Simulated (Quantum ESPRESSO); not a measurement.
# FeO (R-3m) in Quantum ESPRESSO: notebook, part 2 of 2

Quantum ESPRESSO 7.5.

## (3) Phonons, PBEsol, collinear spin, ferromagnetic start

pw.in

```
&CONTROL
  calculation = 'scf'
  prefix = 'pwscf'
  outdir = './tmp'
  pseudo_dir = './pseudo'
  tprnfor = .true.
  tstress = .true.
  disk_io = 'low'
/
&SYSTEM
  ibrav = 0
  celldm(1) = 8
  nat = 2
  ntyp = 2
  ecutwfc = 90
  nbnd = 21
  occupations = 'smearing'
  smearing = 'fd'
  degauss = 0.00367493
  nspin = 2
  starting_magnetization(1) = 0.1875
  starting_magnetization(2) = 0
/
&ELECTRONS
  conv_thr = 4d-10
  electron_maxstep = 120
  mixing_beta = 0.3
/
ATOMIC_SPECIES
Fe    55.8450 Fe.upf
O     15.9990 O.upf
CELL_PARAMETERS alat
  0.3585004415180   0.2069803276545   0.5942703427522
 -0.3585004415180   0.2069803276545   0.5942703427522
  0.0000000000000  -0.4139606529469   0.5942703427522
ATOMIC_POSITIONS crystal
Fe     0.0000000000    0.0000000000    0.0000000000
O      0.5000000000    0.5000000000    0.5000000000
K_POINTS automatic
6 6 6 1 1 1
```

scf2.in

```
&CONTROL
  calculation = 'scf'
  prefix = 'pwscf'
  outdir = './tmp'
  pseudo_dir = './pseudo'
  tprnfor = .true.
  tstress = .true.
  disk_io = 'low'
/
&SYSTEM
  ibrav = 0
  celldm(1) = 8
  nat = 2
  ntyp = 2
  ecutwfc = 90
  nbnd = 21
  occupations = 'smearing'
  smearing = 'fd'
  degauss = 0.00367493
  nspin = 2
  starting_magnetization(1) = 0.1875
  starting_magnetization(2) = 0
/
&ELECTRONS
  conv_thr = 1d-13
  electron_maxstep = 120
  mixing_beta = 0.3
  startingpot = 'file'
  startingwfc = 'file'
/
ATOMIC_SPECIES
Fe    55.8450 Fe.upf
O     15.9990 O.upf
CELL_PARAMETERS alat
  0.3585004415180   0.2069803276545   0.5942703427522
 -0.3585004415180   0.2069803276545   0.5942703427522
  0.0000000000000  -0.4139606529469   0.5942703427522
ATOMIC_POSITIONS crystal
Fe     0.0000000000    0.0000000000    0.0000000000
O      0.5000000000    0.5000000000    0.5000000000
K_POINTS automatic
6 6 6 1 1 1
```

ph.in

```
phonons of FeO
&INPUTPH
  prefix = 'pwscf'
  outdir = './tmp'
  tr2_ph = 1d-18
  fildyn = 'dyn'
  niter_ph = 90
  alpha_mix(1) = 0.4
/
0.0000000000 0.0000000000 0.0000000000
```

dynmat.in

```
&INPUT
  fildyn = 'dyn'
  asr = 'crystal'
  filout = 'dynmat.disp'
  fileig = 'dynmat.eig'
/
```

Potentials or basis: PseudoDojo 0.4.1 SR PBEsol standard.

Launch:

```console
$ OMP_NUM_THREADS=1 pw.x -in pw.in > pw.out
$ OMP_NUM_THREADS=1 pw.x -in scf2.in > scf2.out
$ OMP_NUM_THREADS=1 ph.x -in ph.in > ph.out
$ OMP_NUM_THREADS=1 dynmat.x -in dynmat.in > dynmat.out
```

pw.out:

```text
This program is part of the open-source Quantum ESPRESSO suite
     for quantum simulation of materials; please cite
[... 9 lines left out ...]
     --------------------
     sticks:   dense  smooth     PW     G-vecs:    dense   smooth      PW
     Sum         831     831    253                15653    15653    2715

     Using Slab Decomposition

     bravais-lattice index     =            0
     lattice parameter (alat)  =       8.0000  a.u.
     unit-cell volume          =     135.4640 (a.u.)^3
     number of atoms/cell      =            2
     number of atomic types    =            2
     number of electrons       =        22.00
     number of Kohn-Sham states=           21
     kinetic-energy cutoff     =      90.0000  Ry
     charge density cutoff     =     360.0000  Ry
     scf convergence threshold =      4.0E-10
     mixing beta               =       0.3000
     number of iterations used =            8  plain     mixing
     Exchange-correlation= PBESOL
                           (   1   4  10   8   0   0   0)

     celldm(1)=   8.000000  celldm(2)=   0.000000  celldm(3)=   0.000000
     celldm(4)=   0.000000  celldm(5)=   0.000000  celldm(6)=   0.000000

     crystal axes: (cart. coord. in units of alat)
               a(1) = (   0.358500   0.206980   0.594270 )
               a(2) = (  -0.358500   0.206980   0.594270 )
               a(3) = (   0.000000  -0.413961   0.594270 )

     reciprocal axes: (cart. coord. in units 2 pi/alat)
               b(1) = (  1.394698  0.805230  0.560912 )
               b(2) = ( -1.394698  0.805230  0.560912 )
               b(3) = (  0.000000 -1.610459  0.560912 )

     PseudoPot. # 1 for Fe read from file:
     Fe.upf
     Pseudo is Norm-conserving + core correction, Zval = 16.0
     Generated using ONCVPSP code by D. R. Hamann
     Using radial grid of 1426 points,  6 beta functions with:
                l(1) =   0
                l(2) =   0
                l(3) =   1
                l(4) =   1
                l(5) =   2
                l(6) =   2

     PseudoPot. # 2 for O  read from file:
     O.upf
     Pseudo is Norm-conserving + core correction, Zval =  6.0
     Generated using ONCVPSP code by D. R. Hamann
     Using radial grid of  936 points,  5 beta functions with:
                l(1) =   0
                l(2) =   0
                l(3) =   1
                l(4) =   1
                l(5) =   2

     atomic species   valence    mass     pseudopotential
     Fe               16.00    55.84500     Fe( 1.00)
     O                 6.00    15.99900     O ( 1.00)

     Starting magnetic structure
     atomic species   magnetization
     Fe              0.188
     O               0.000

     12 Sym. Ops., with inversion, found

   Cartesian axes

     site n.     atom                  positions (alat units)
         1        Fe     tau(   1) = (   0.0000000   0.0000000   0.0000000  )
         2        O      tau(   2) = (   0.0000000   0.0000000   0.8914055  )

     number of k points=    28  Fermi-Dirac smearing, width (Ry)=  0.0037
                       cart. coord. in units 2pi/alat
        k(    1) = (  -0.0000000  -0.0000000   0.1402280), wk =   0.0092593
        k(    2) = (   0.0000000  -0.2684098   0.2337133), wk =   0.0277778
        k(    3) = (   0.0000000  -0.5368197   0.3271986), wk =   0.0277778
        k(    4) = (  -0.0000000   0.8052295  -0.1402280), wk =   0.0277778
        k(    5) = (  -0.0000000   0.5368197  -0.0467427), wk =   0.0277778
        k(    6) = (  -0.0000000   0.2684098   0.0467427), wk =   0.0277778
[... 20 lines left out ...]
        k(   27) = (   0.0000000   0.0000000   0.7011399), wk =   0.0092593
        k(   28) = (   0.0000000   1.3420492   0.2337133), wk =   0.0277778

     Dense  grid:    15653 G-vectors     FFT dimensions: (  36,  36,  36)

     Generating pointlists ...
     new r_m :   0.2102 (alat units)  1.6816 (a.u.) for type    1
     new r_m :   0.2102 (alat units)  1.6816 (a.u.) for type    2

     Initial potential from superposition of free atoms

     starting charge      21.9996, renormalised to      22.0000
     Starting wfcs are   14 randomized atomic wfcs +    7 random wfcs

     Self-consistent Calculation

     iteration #  1     ecut=    90.00 Ry     beta= 0.30
     Davidson diagonalization with overlap
     ethr =  1.00E-02,  avg # of iterations =  6.0

     total energy              =    -283.31906599 Ry
     estimated scf accuracy    <       0.26051226 Ry
[... 104 lines left out ...]
     iteration # 12     ecut=    90.00 Ry     beta= 0.30
     Davidson diagonalization with overlap
     ethr =  2.95E-12,  avg # of iterations =  1.1

     Magnetic moment per site  (integrated on atomic sphere of radius R)
     atom   1 (R=0.210)  charge= 13.5403  magn=  3.4574
     atom   2 (R=0.210)  charge=  5.8200  magn=  0.3234

     End of self-consistent calculation

 ------ SPIN UP ------------

          k =-0.0000-0.0000 0.1402 (  1950 PWs)   bands (ev):

   -75.0705 -41.3673 -41.3282 -41.3282  -6.1701   9.6425   9.8243   9.8243
    10.5534  10.5534  10.8024  11.4068  11.4068  14.8910  28.2128  31.1341
    31.1341  31.6658  34.3656  34.3656  35.4600
[... 159 lines left out ...]
   -75.0652 -41.4099 -41.3444 -41.3365  -5.0460   5.9988   7.7225   7.8688
    11.1420  11.2486  11.7149  12.9800  13.7604  19.8191  22.3543  25.0923
    27.5490  34.1863  36.0159  36.8684  40.1983

 ------ SPIN DOWN ----------

          k =-0.0000-0.0000 0.1402 (  1950 PWs)   bands (ev):

   -71.2247 -37.3408 -37.3293 -37.3293  -5.6223  10.5064  10.9681  10.9681
    13.8279  13.8866  13.8866  14.8884  14.8884  15.6277  28.6938  32.1177
    32.1177  32.2899  35.6664  35.6664  36.7885
[... 159 lines left out ...]
   -71.2185 -37.3937 -37.3489 -37.3392  -4.4628   6.7555   8.9543   9.3667
    14.6815  14.8817  14.9990  16.3633  17.0920  20.5212  23.4255  25.9606
    28.4056  35.0313  36.7244  37.7678  40.7113

     the Fermi energy is    14.4995 ev

!    total energy              =    -283.37585187 Ry
     estimated scf accuracy    <          1.6E-10 Ry
     smearing contrib. (-TS)   =      -0.00064218 Ry
     internal energy E=F+TS    =    -283.37520969 Ry

     The total energy is F=E-TS. E is the sum of the following terms:
     one-electron contribution =    -124.95467821 Ry
     hartree contribution      =      75.00727182 Ry
     xc contribution           =     -43.54750442 Ry
     ewald contribution        =    -189.88029888 Ry

     total magnetization       =     4.00 Bohr mag/cell
     absolute magnetization    =     4.01 Bohr mag/cell

     convergence has been achieved in  12 iterations

     Forces acting on atoms (cartesian axes, Ry/au):

     atom    1 type  1   force =     0.00000000    0.00000000   -0.00000000
     atom    2 type  2   force =    -0.00000000   -0.00000000    0.00000000

     Total force =     0.000000     Total SCF correction =     0.000000

     Computing stress (Cartesian axis) and pressure

          total   stress  (Ry/bohr**3)                   (kbar)     P=      -96.57
  -0.00061413  -0.00000000   0.00000000          -90.34       -0.00        0.00
   0.00000000  -0.00061413   0.00000000            0.00      -90.34        0.00
   0.00000000   0.00000000  -0.00074121            0.00        0.00     -109.04

=------------------------------------------------------------------------------=
   JOB DONE.
=------------------------------------------------------------------------------=
```

Wall time 5 min (1 thread of Intel Xeon 6975P-C (Granite Rapids), shared host); peak memory 0.09 GiB.

What came out:

```yaml
Free_energy: -3855.5249 eV
Pressure: -9.7 GPa
Band_gap_on_the_k_mesh: none (metal or under the smearing width)
Net_moment: 4.00 μB per cell
Absolute_moment: 4.01 μB per cell
Site_moments: Fe +3.46; O +0.32 μB
Valence_electrons_inside_the_program's_atomic_spheres: Fe 13.54; O 5.82
Highest_phonon_frequency_at_Γ: 223 cm⁻¹
Most_unstable_mode: 28i cm⁻¹
```

Stress tensor (GPa, compression positive):
```
 -9.03   0.00   0.00
  0.00  -9.03   0.00
  0.00   0.00 -10.90
```

Levels at points of the mesh, in eV from the Fermi level:
Spin up:
| k point | band 10 | band 11 | band 12 | band 13 | band 14 | band 15 | band 16 | band 17 |
| --- | --- | --- | --- | --- | --- | --- | --- | --- |
| (0.08, 0.08, 0.08) | -3.95 | -3.70 | -3.09 | -3.09 | 0.39 | 13.71 | 16.63 | 16.63 |
Spin down:
| k point | band 5 | band 6 | band 7 | band 8 | band 9 | band 10 | band 11 | band 12 | band 13 | band 14 |
| --- | --- | --- | --- | --- | --- | --- | --- | --- | --- | --- |
| (0.08, 0.08, 0.08) | -20.12 | -3.99 | -3.53 | -3.53 | -0.67 | -0.61 | -0.61 | 0.39 | 0.39 | 1.13 |

Phonon frequencies in cm⁻¹ (negative: imaginary):
```tsv
q point	frequencies
(0.000, 0.000, 0.000)	-28 -28 -28 222 223 223
```

Optical modes at Γ, degenerate ones joined:
```csv
cm⁻¹,components,symmetry,active in
224,1,A2u,IR
224,2,Eu,IR
```

Caveat: the k mesh is coarse (spacing up to 0.42 Å⁻¹), so the values aren't converged; the mesh is thin for the phonons of a metal; the cell is more than 3 GPa from zero pressure, which shifts response properties; before the sum rule the acoustic modes lie tens of cm⁻¹ from zero, a sign that the density grid also shifts the optical modes; a cell with one magnetic atom can't hold antiferromagnetic order, which such compounds often take; semilocal functionals often make such compounds metallic where correlation or magnetic order opens a gap, which also shifts bond lengths. With open d or f shells a metallic result of PBEsol can be an artefact of self-interaction; +U or a hybrid may open a gap.
